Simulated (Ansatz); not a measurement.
Sb:

```
Sb
1.0
     2.15420    1.24373    3.75800
    -2.15420    1.24373    3.75800
     0.00000   -2.48746    3.75800
Sb
2
Cartesian
  0.0000 0.0000 8.6416
  0.0000 0.0000 2.6324
```

```yaml
Program: Ansatz 0.2.0
Task: relaxation of cell and atoms
Functional: revPBE
Dispersion: D4
Potentials_or_basis: all-electron LAPW, scalar-relativistic
Basis_error_allowed: 0.001 eV/atom
k_mesh: 8 × 8 × 8
Occupations: fermi-dirac, width 0.05 eV
Spin: no spin polarisation
```

At the start: volume 30.21 Å³/atom.

Problem. How do energy, volume and symmetry change on relaxing?

Solution. Over 5 steps the energy falls by 6.9 meV/atom and the volume is 29.25 Å³/atom (-3.2 %); space group R-3m (No. 166, to 0.05 Å).

Step by step:
| step | energy change (eV) | largest force (eV/Å) | volume (Å³) |
| --- | --- | --- | --- |
| 1 | 0.0000 | 0.1817 | 60.41 |
| 2 | -0.0116 | 0.0184 | 58.68 |
| 3 | -0.0135 | 0.0028 | 58.41 |
| 4 | -0.0138 | 0.0020 | 58.50 |
| 5 | -0.0138 | 0.0020 | 58.50 |

Final structure:
```yaml
crystal:
  lattice:
    - [2.15351, 1.24333, 3.64135]
    - [-2.15351, 1.24333, 3.64135]
    - [0.00000, -2.48666, 3.64135]
  atoms:
    - { symbol: Sb, position: [0.76308, 0.76308, 0.76308] }
    - { symbol: Sb, position: [0.23692, 0.23692, 0.23692] }
```
